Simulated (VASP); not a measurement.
## KMgF3: single point with PBE

KMgF3:

```
CELL_PARAMETERS angstrom
4.04569 0.00000 0.00000
0.00000 4.04569 0.00000
0.00000 0.00000 3.86632
ATOMIC_POSITIONS crystal
K 0.50000 0.50000 0.50000
Mg 0.00000 0.00000 0.00000
F 0.50000 0.00000 0.00000
F 0.00000 0.50000 0.00000
F 0.00000 0.00000 0.50000
```

The cell isn't the ideal one: strain +0.015 along x and y, -0.030 along z, atoms carried along.

```
Program                : VASP 6.6.1
Task                   : single point
Functional             : PBE
Potentials or basis    : VASP PAW PBE potentials, release 64 (K_sv, Mg, F)
Cutoff                 : 520 eV
k mesh                 : 6 × 6 × 6
Occupations            : gaussian, width 0.05 eV
Spin                   : no spin polarisation
Dipole correction      : no
Further INCAR settings : ALGO = Normal; EDIFF = 1e-07; NBANDS = 24
```

```json
{"Pressure": "3.7 GPa", "Band gap on the k mesh": "7.29 eV, indirect (least direct gap 7.62 eV)"}
```

Stress tensor (GPa, compression positive):
```
1.98 0.00 0.00
0.00 1.98 0.00
0.00 0.00 7.05
```

Levels at points of the mesh, in eV from the valence-band top:
| k point | band 14 | band 15 | band 16 | band 17 | band 18 | band 19 |
| --- | --- | --- | --- | --- | --- | --- |
| (0.00, 0.00, 0.00) | -0.33 | -0.33 | -0.33 | 7.29 | 9.97 | 10.18 |
| (0.50, 0.00, 0.00) | -0.77 | -0.54 | -0.53 | 10.04 | 10.41 | 11.01 |
| (0.50, 0.50, 0.00) | -0.94 | -0.94 | -0.06 | 10.87 | 11.52 | 12.50 |
| (0.00, 0.00, 0.50) | -0.86 | -0.54 | -0.54 | 10.24 | 10.50 | 11.34 |
| (0.50, 0.00, 0.50) | -0.83 | -0.83 | -0.02 | 10.91 | 11.78 | 12.62 |
| (0.50, 0.50, 0.50) | -0.03 | 0.00 | 0.00 | 10.42 | 10.42 | 10.44 |

It took 60 s on 1 thread of Intel(R) Xeon(R) Platinum 8488C (Sapphire Rapids), with other jobs on the host, peak memory 0.2 GiB.

A k mesh can miss the band edges.
